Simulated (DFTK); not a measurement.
Runs of DFTK 0.8.2 on HfC. Symmetry: Fm-3m, No. 225, cubic system. The conventional cell has a = 4.650 Å, b = 4.650 Å, c = 4.650 Å, α = 90.00°, β = 90.00°, γ = 90.00°. Hf (site symmetry m-3m) has 6 C at 2.33 Å as nearest neighbours. Around C (site symmetry m-3m) lie 6 Hf at 2.33 Å. 

```tsv
level	gap on the mesh (eV)	pressure (GPa)
RPBE	none	6.8
WC	none	(a)
AM05	none	-6.9
BLYP	none	4.9
BJ06	none	-
```

Alike in all rows: task band structure; potentials or basis SG15 1.2 (PBE); no spin polarisation; cell as given; k mesh 8 × 8 × 8; cutoff (eV) 1225; smearing fermi-dirac 0.05 eV.

Problem. Fill in the values left out.

Solution. (a) -5.5.

Caveats: the potentials were made for another functional, which shifts forces and pressure; spin-orbit coupling is left out, which moves the levels of the heavy elements; the program leaves the constant c of mgga_x_tb09 at 1, so the potential is Becke-Johnson's (BJ06) and not Tran and Blaha's, with levels but no total energy (some runs).

A k mesh can miss the band edges, and the runs leave out spin-orbit coupling on Hf.

A gap of «none» marks a metal or a gap under the smearing width.
